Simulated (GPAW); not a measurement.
Crystal: WC (Qusongite).

```
W C
1.0
     2.90650    0.00000    0.00000
    -1.45325    2.51710    0.00000
     0.00000    0.00000    2.83660
W C
1 1
Direct
  0.00000 0.00000 0.00000
  0.66667 0.33333 0.50000
```

Program: GPAW 26.7.0. Alike in all runs: no spin polarisation; cell as given. Hardware: 1 thread of Arm Neoverse V1, on a shared host.

Task: Order these runs on this cell by their wall time, lowest first.
A. task band structure; level r2SCAN; potentials or basis GPAW PAW data sets (gpaw-data 1.2.1), pw; k mesh 10 × 10 × 9; cutoff (eV) 800; smearing fermi-dirac 0.05 eV; band path GMKGALHA,LM,KH; band points 80; mesh quality not flagged
B. task single point; level PBE; potentials or basis GPAW PAW data sets (gpaw-data 1.2.1), pw; k mesh 10 × 10 × 9; cutoff (eV) 800; smearing gaussian 0.012 eV; mesh quality not flagged
C. task electron localisation function; level LDA; potentials or basis the program's PAW data sets (release 1.2.1) made for this functional, pw; k mesh 5 × 5 × 5; cutoff (eV) 680; smearing fermi-dirac 0.01 eV; mesh quality coarse

Result: C (6.2 s), B (22 s), A (97 s).

Caveats: some runs use coarse meshes.

Not every run made on this cell is shown here.
